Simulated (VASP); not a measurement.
Crystal: SnO2 (Cassiterite).

```
Sn O
1.0
     4.73800    0.00000    0.00000
     0.00000    4.73800    0.00000
     0.00000    0.00000    3.18650
Sn O
2 4
Direct
  0.50000 0.50000 0.50000
  0.00000 0.00000 0.00000
  0.80710 0.19290 0.50000
  0.69290 0.69290 0.00000
  0.19290 0.80710 0.50000
  0.30710 0.30710 0.00000
```

- Program: VASP 6.6.1
- Task: relaxation of cell and atoms
- Functional: PBE
- Potentials or basis: VASP PAW PBE potentials, release 64 (Sn_d_GW, O_GW)
- Cutoff: 680 eV
- k mesh: 6 × 6 × 8
- Occupations: fermi-dirac, width 0.05 eV
- Spin: no spin polarisation

At the start: pressure 10.7 GPa; volume 11.92 Å³/atom.

Question: Where does the relaxation end?

Answer: Over 7 steps the energy falls by 20.2 meV/atom and the volume is 12.55 Å³/atom (+5.3 %); space group P4_2/mnm (No. 136, to 0.05 Å).

The path:
```
step  energy change (eV)  largest force (eV/Å)  pressure (GPa)  volume (Å³)
   1              0.0000                0.2749           10.70        71.53
   2              0.0581                0.3401          -10.04        80.10
   3             -0.1194                0.0548            0.00        75.18
   4             -0.1194                0.0492            0.20        75.11
   5             -0.1208                0.0025            0.09        75.24
   6             -0.1209                0.0174            0.03        75.29
   7             -0.1210                0.0017           -0.03        75.32
```

Final structure:
```xyz
6
Lattice="4.8229 0.0000 0.0000 0.0000 4.8229 0.0000 0.0000 0.0000 3.2380" Properties=species:S:1:pos:R:3 pbc="T T T"
Sn    2.4114    2.4114    1.6190
Sn    4.8229    4.8229    0.0000
O     3.8899    0.9330    1.6190
O     3.3444    3.3444    3.2380
O     0.9330    3.8899    1.6190
O     1.4785    1.4785    0.0000
```
